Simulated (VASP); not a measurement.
Here is a VASP 6.6.1 calculation.

File run.py:

```python
from ase.calculators.vasp import Vasp
from ase.dft.bandgap import bandgap
from ase.io import read

atoms = read('Hf.xyz')
calc = Vasp(
    directory='calc',
    xc='pbesol',
    pp='PBE',
    setups='recommended',
    prec='Accurate',
    encut=520,
    ediff=1e-06,
    ismear=1,
    sigma=0.1,
    lreal=False,
    lasph=True,
    nelm=80,
    algo='Fast',
    isif=2,
    lwave=False,
    lcharg=False,
    lmaxmix=4,
    ldautype=2,
    ldauprint=1,
    ldau_luj={'Hf': {'L': 2, 'U': 2, 'J': 0}},
    kpts=[10, 10, 10],
    gamma=True,
    nbands=11,
)
atoms.calc = calc

print('energy (eV):', atoms.get_potential_energy())
print('free energy (eV):', atoms.get_potential_energy(force_consistent=True))
print('forces (eV/A):')
print(atoms.get_forces())
print('stress (eV/A^3, Voigt):', atoms.get_stress())
print('Fermi level (eV):', calc.get_fermi_level())
gap, top, bottom = bandgap(calc)
print('band gap (eV):', gap, 'from (spin, k, band)', top, 'to', bottom)
```

Hf.xyz

```xyz
1
Lattice="0.0016180000 2.2239260000 2.2394230000 2.1928380000 0.0159440000 2.2250970000 2.2162640000 2.2330260000 -0.0074830000" Properties=species:S:1:pos:R:3 pbc="T T T"
Hf    -0.2167164255      0.0586345125     -0.0054208158
```

Potentials or basis: VASP PAW PBE potentials, release 64 (Hf_pv).

Command:

```bash
$ python run.py
```

Predict the pressure.

5.1 GPa.

Predict the band gap on the k mesh.

none (metal or under the smearing width).

Stress tensor (GPa, compression positive):
```
 5.60 -0.67  0.57
-0.67  5.30 -0.15
 0.57 -0.15  4.55
```

Caveat: the PAW data sets were made with another functional, which shifts forces and pressure a little; U without spin polarisation on a metal has little footing; the U is typed as a test and isn't derived for this compound. Spin-orbit coupling is left out, which matters for the levels of Hf.
